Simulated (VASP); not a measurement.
AlSb (zinc blende): computed properties

The numbers are results of PBEsol GGA, VASP's PBE PAW potentials (set 64) (plane waves; VASP 6.6.1), not measurements.

```
Quantity                                                                                                             Result
---------------------------------------------  ----------------------------------------------------------------------------
space group                                                                                                     F-43m (216)
cell                                           a = 6.1684 Å, b = 6.1684 Å, c = 6.1684 Å, α = 90.00°, β = 90.00°, γ = 90.00°
volume per atom                                                                                              29.34 Å^3/atom
band gap (over mesh and band path)                                                                                  1.13 eV
smallest direct gap (over mesh and band path)                                                                       1.45 eV
Hill bulk modulus                                                                                                  54.0 GPa
Hill shear modulus                                                                                                 28.8 GPa
Poisson's ratio                                                                                                       0.273
band-edge character                                                                              indirect, Γ to Γ-X at 0.93
density                                                                                                          4.21 g/cm³
optical Γ-point spectrum                                                                                      312 (×3) cm⁻¹
C11                                                                                                                80.7 GPa
C12                                                                                                                40.6 GPa
C44                                                                                                                36.8 GPa
```

```cif
data_Al4Sb4
_chemical_formula_sum 'Al4 Sb4'
_space_group_name_H-M_alt 'F-43m'
_space_group_IT_number 216
_space_group_name_Hall 'F -4 2 3'
_cell_length_a 6.16842
_cell_length_b 6.16842
_cell_length_c 6.16842
_cell_angle_alpha 90.000
_cell_angle_beta 90.000
_cell_angle_gamma 90.000
loop_
_atom_site_label
_atom_site_type_symbol
_atom_site_symmetry_multiplicity
_atom_site_Wyckoff_symbol
_atom_site_fract_x
_atom_site_fract_y
_atom_site_fract_z
_atom_site_occupancy
Al1 Al 4 a 0.00000 0.00000 0.00000 1
Sb1 Sb 4 d 0.75000 0.75000 0.75000 1
```
(The calculation used a cell of 2 atoms; values per cell refer to that cell.)

Measured: gap 1.73 eV (computed value off by -0.60 eV), as given by Anna Miglio et al., npj Computational Materials (2020), arXiv:2011.12765 [zero-point renormalisation of 35 meV (experimental, the table's column) added back]; a 6.128 Å (computed value off by +0.7 %), as given by Guo-Xu Zhang et al., New Journal of Physics (2018), doi:10.1088/1367-2630/aac7f0 [thermal expansion removed or low-temperature value; zero-point expansion not removed]; bulk modulus 58.2 GPa (computed value off by -7.2 %), shear modulus 31.9 GPa (computed value off by -9.6 %), as given by Cormac Toher et al., Physical Review Materials (2017), arXiv:1611.05714. The calculation is for a static lattice, while the measured bulk modulus, shear modulus hold thermal and zero-point effects, which are part of the difference.  Unless said otherwise, spin-orbit coupling is left out, though it shifts the bands of the heavy elements here.

The compound is AlSb in the zinc blende structure. It was relaxed first. Symmetry was kept, so distortions that lower it aren't found.
